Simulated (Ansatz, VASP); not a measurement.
AlN: VASP beside Ansatz

```
Al N
1.0
     0.00000    2.13554    2.20159
     2.13554    0.00000    2.20159
     2.13554    2.13554    0.00000
Al N
1 1
Direct
  0.00000 0.00000 0.00000
  0.75000 0.75000 0.75000
```

Change from the starting cell: strain -0.030 along x and y, +0.000 along z, atoms carried along.

Alike in both runs: task single point; functional PBE; k mesh 10 × 10 × 10; occupations gaussian, width 0.05 eV; no spin polarisation.

|  | VASP | Ansatz |
| --- | --- | --- |
| version | VASP 6.6.1 | Ansatz 0.2.0 |
| potentials or method | VASP PAW PBE potentials, release 64 (Al, N) | scalar-relativistic, plane waves, PAW |
| plane-wave cutoff (eV) | 520 | 420 |
| valence electrons in the cell | 8 | 8 |

```tsv
	VASP	Ansatz	Ansatz less VASP
gap on the k mesh at the Fermi level (eV)	3.24	3.25	+0.008
least direct gap on the mesh (eV)	4.48	4.46	-0.013
pressure (GPa)	12.9	13.1	+0.25
largest component of the traceless stress (GPa)	2.86	2.84	-0.019
```

The functional is the same, so the differences come from potentials, cutoffs and numerics.

A k mesh can miss the band edges.
